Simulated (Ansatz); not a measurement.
**Na2S: all-electron results**

```
CELL_PARAMETERS angstrom
0.00000 3.24915 3.24915
3.24915 0.00000 3.24915
3.24915 3.24915 0.00000
ATOMIC_POSITIONS crystal
Na 0.25000 0.25000 0.25000
Na 0.75000 0.75000 0.75000
S 0.00000 0.00000 0.00000
```

Atoms are numbered in the order listed.

The cell is the one relaxed in the Materials Project (mp-648), not relaxed further here; entries there can be hypothetical.

All numbers are computed: DFT, LDA, all-electron LAPW, scalar-relativistic (Ansatz 0.2.0); DFT, LDA, PAW with Ansatz's default frozen-core files, scalar-relativistic (Ansatz 0.2.0).

For LAPW: a Γ-centred 6×6×6 k mesh, Fermi–Dirac smearing of 0.01 eV, basis error target 1 meV/atom, no spin polarisation. PAW takes a cutoff of 420 eV at this cell (files made with PBE, cores remade for this functional). The Ansatz runs share mesh, smearing and spin set-up. Values come from LAPW unless marked.

- Pressure at this cell: -1.59 GPa
- Volume per atom: 22.87 Å³

Löwdin charges (with 0.09 e of the cell spilling out of the atomic basis, so their sizes and signs hang on that basis): what does the calculation give?

Na1 0.61, S3 -1.14 e.

Predict this quantity. Bader charges (from the PAW run).

Na1 +0.79, S3 -1.58 e.

Give the computed value. Band gap.

2.31 eV, direct at Γ.
